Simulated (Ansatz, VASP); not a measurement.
**N: VASP beside Ansatz**

Contents of INCAR:

```
SYSTEM = N
PREC = Accurate ; ENCUT = 600
EDIFF = 1E-6 ; ISMEAR = 0
SIGMA = 0.02 ; LREAL = .FALSE.
LASPH = .TRUE. ; NELM = 100
ALGO = Normal ; ISIF = 3
LWAVE = .FALSE. ; LCHARG = .FALSE.
GGA = PE ; IBRION = 2
NSW = 100 ; EDIFFG = -0.01
```

KPOINTS

```
Automatic mesh
0
G
  4 4 4
  0 0 0
```

POSCAR

```
N
1.0
    5.8151017200      0.0000000000      0.0000000000
    0.0000000000      5.8151017200      0.0000000000
    0.0000000000      0.0000000000      5.8151017200
N
8
Direct
    0.0639014400      0.0639014400      0.0639014400
    0.4360985600      0.9360985600      0.5639014400
    0.5639014400      0.4360985600      0.9360985600
    0.9360985600      0.5639014400      0.4360985600
    0.9541388600      0.9541388600      0.9541388600
    0.5458611400      0.0458611400      0.4541388600
    0.4541388600      0.5458611400      0.0458611400
    0.0458611400      0.4541388600      0.5458611400
```

Input for Ansatz:

```yaml
crystal:
  lattice:
    - [5.81510172, 0.0, 0.0]
    - [0.0, 5.81510172, 0.0]
    - [0.0, 0.0, 5.81510172]
  atoms:
    - { symbol: "N", position: [0.06390144, 0.06390144, 0.06390144] }
    - { symbol: "N", position: [0.43609856, 0.93609856, 0.56390144] }
    - { symbol: "N", position: [0.56390144, 0.43609856, 0.93609856] }
    - { symbol: "N", position: [0.93609856, 0.56390144, 0.43609856] }
    - { symbol: "N", position: [0.95413886, 0.95413886, 0.95413886] }
    - { symbol: "N", position: [0.54586114, 0.04586114, 0.45413886] }
    - { symbol: "N", position: [0.45413886, 0.54586114, 0.04586114] }
    - { symbol: "N", position: [0.04586114, 0.45413886, 0.54586114] }
basis:
  ecutwfc: 420
kpoints:
  mp_grid: { grid: [4, 4, 4] }
hamiltonian:
  xc: pbe
scf:
  occupations: { method: gaussian, width: 0.02 }
output:
  forces: true
  stress: true
  eigenvalues: true
relax:
  adjacent_minimum: "off"
  f_tol: 0.01
  max_steps: 80
  cell: { stress_tol: 0.05 }
```

Alike in both runs: task relaxation of cell and atoms; functional PBE; k mesh 4 × 4 × 4; occupations gaussian, width 0.02 eV; no spin polarisation.

|  | VASP | Ansatz |
| --- | --- | --- |
| version | VASP 6.6.1 | Ansatz 0.2.0 |
| potentials or method | VASP PAW PBE potentials, release 64 (N) | scalar-relativistic, plane waves, PAW |
| plane-wave cutoff (eV) | 600 | 420 |
| valence electrons in the cell | 40 | 40 |

```csv
,VASP,Ansatz,Ansatz less VASP
"gap on the k mesh at the Fermi level, each at its own relaxed structure (eV)",7.42,7.67,+0.251
relaxed volume (Å³/atom),26.05,28.51,+2.462
relaxed cell length with the largest relative difference (Å),5.929,6.110,+0.1811
energy change over the relaxation (meV/atom),-2,-4,-2.0
```

One of these differences is far larger than is usual between the two programs; its cause wasn't traced.

Caveats: the standard files for N, O and F lose accuracy on very short bonds. A k mesh can miss the band edges. As with any semilocal functional, this PBE gap is likely too small.
